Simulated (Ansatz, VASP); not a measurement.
**Two plane-wave programs on BeTe3**

```xyz
4
Lattice="4.6598 0.0000 0.0000 0.0000 4.6598 0.0000 0.0000 0.0000 4.6598" Properties=species:S:1:pos:R:3 pbc="T T T"
Be    0.0000    0.0000    0.0000
Te    2.3299    0.0000    2.3299
Te    0.0000    2.3299    2.3299
Te    2.3299    2.3299    0.0000
```

Change from the starting cell: species swapped into the GdSn3 type (Pm-3m, No. 221).

Alike in both runs: functional PBE; k mesh 10 × 10 × 10; occupations gaussian, width 0.1 eV; no spin polarisation.

Ansatz relaxed the structure, and its values are those at the end. VASP's run is a single point on that final structure, the one shown.

```csv
,VASP,Ansatz
version,VASP 6.6.1,Ansatz 0.2.0
potentials or method,"VASP PAW PBE potentials, release 64 (Be, Te)","scalar-relativistic, plane waves, PAW"
plane-wave cutoff (eV),520,420
valence electrons in the cell,20,50
```

|  | VASP | Ansatz | Ansatz less VASP |
| --- | --- | --- | --- |
| gap on the k mesh at the Fermi level (eV) | none | none | - |
| pressure (GPa) | -0.1 | 0.0 | +0.06 |

A gap of «none» marks a metal or a gap that the smearing closes. The two sets of potentials don't hold the same shells in valence.

The runs have no spin-orbit coupling, so splittings on Te are missing.
